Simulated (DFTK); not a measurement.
Wanted: the native input for a DFTK 0.8.2 run.

| Item | Value |
| --- | --- |
| Task | equation of state |
| Functional | PBE |
| Potentials or basis | SPMS 1.0 (PBE) |
| Cutoff | 1225 eV |
| k mesh | 5 × 5 × 5 |
| Occupations | fermi-dirac, width 0.05 eV |
| Spin | no spin polarisation |
| Valence electrons | Sb 15 |
| Volume scales | [0.94, 0.96, 0.98, 1.0, 1.02, 1.04, 1.06] |
| SCF tolerance on the density | 1e-06 |

The structure of Sb lies in POSCAR:

```
Sb
1.0
    2.1542000000      1.2437279499      3.7580000000
   -2.1542000000      1.2437279499      3.7580000000
    0.0000000000     -2.4874558998      3.7580000000
Sb
2
Direct
    0.7665100000      0.7665100000      0.7665100000
    0.2334900000      0.2334900000      0.2334900000
```

These files were run (other wordings do the same):

run.jl

```julia
using DFTK
using PseudoPotentialData
using Unitful, UnitfulAtomic
using LinearAlgebra, Printf
include("save.jl")
disable_threading()

lines     = readlines("POSCAR")
lattice   = austrip(1u"Å") * parse(Float64, lines[2]) * hcat([parse.(Float64, split(l)) for l in lines[3:5]]...)
symbols   = vcat([fill(Symbol(s), parse(Int, n)) for (s, n) in zip(split(lines[6]), split(lines[7]))]...)
positions = [parse.(Float64, split(l)[1:3]) for l in lines[9:8+length(symbols)]]
pseudopotentials = Dict(:Sb => "Sb.upf")
elements = Dict(s => ElementPsp(s, pseudopotentials; rcut=10.0) for s in unique(symbols))
atoms    = [elements[s] for s in symbols]

build_model(lattice, positions; symmetries=true) =
    model_DFT(lattice, atoms, positions;
              functionals=PBE(),
              temperature=austrip(0.05u"eV"),
              smearing=Smearing.FermiDirac(),
              symmetries)
Ecut  = 45.0  # hartree
kgrid = [5, 5, 5]
tol   = 1e-6
to_GPa = ustrip(uconvert(u"GPa", 1u"hartree/bohr^3"))

results["points"] = []
for scale in [0.94, 0.96, 0.98, 1.0, 1.02, 1.04, 1.06]
    println("\n=== scale = ", scale)
    model = build_model(cbrt(scale) * lattice, positions)
    basis = PlaneWaveBasis(model; Ecut, kgrid)
    t0 = time()
    scfres = self_consistent_field(basis;
                                   tol,
                                   nbandsalg=AdaptiveBands(model; n_bands_converge=20))
    seconds = time() - t0
    @printf "SCF: %d iterations, %.1f s\n" scfres.n_iter seconds
    forces = compute_forces_cart(scfres)
    stress = compute_stresses_cart(scfres)
    @printf "V = %.5f Å^3  F = %.8f Ha  max force = %.5f eV/Å  p = %.4f GPa\n" ustrip(auconvert(u"Å^3", model.unit_cell_volume)) scfres.energies.total ustrip(auconvert(u"eV/Å", maximum(norm, forces))) (-tr(stress) / 3 * to_GPa)
    push!(results["points"], save_scf!(scfres; forces, stress, d=Dict{String,Any}("seconds" => seconds, "n_matvec" => get(scfres, :n_matvec, 0))))
end

# third-order Birch-Murnaghan fit in x = V^(-2/3)
V = [0.94, 0.96, 0.98, 1.0, 1.02, 1.04, 1.06] * abs(det(lattice))
E = [p["total"] for p in results["points"]]
x = V .^ (-2 / 3)
c = [x .^ 0 x x .^ 2 x .^ 3] \ E
Δ = c[3]^2 - 3c[2] * c[4]
if Δ > 0
    x0 = (-c[3] + sqrt(Δ)) / 3c[4]
    B0 = 4 / 9 * x0^(7 / 2) * (2c[3] + 6c[4] * x0)
    @printf "V0 = %.4f Å^3  B0 = %.2f GPa\n" ustrip(auconvert(u"Å^3", x0^(-3 / 2))) B0 * to_GPa
end
```

Potentials or basis: SPMS 1.0 (PBE).

The run is started by

```sh
$ julia --threads=1 run.jl  # save.jl only writes the numbers to a file and isn't shown; printed stress counts tension as positive; times include loading and compiling
```

Results of the run:

| Item | Value |
| --- | --- |
| Equilibrium volume | 31.63 Å³/atom |
| Bulk modulus at fixed shape and positions | 52 GPa |
| Pressure derivative of the bulk modulus | 4.6 |

Caveat: the cell was scaled at fixed shape and fractional positions, which overstates the stiffness of a crystal with free parameters, most of all of layers and chains.

It took 23 min on 1 thread of Intel(R) Xeon(R) Processor @ 2.70GHz, on a shared host, peak memory 2.2 GiB.
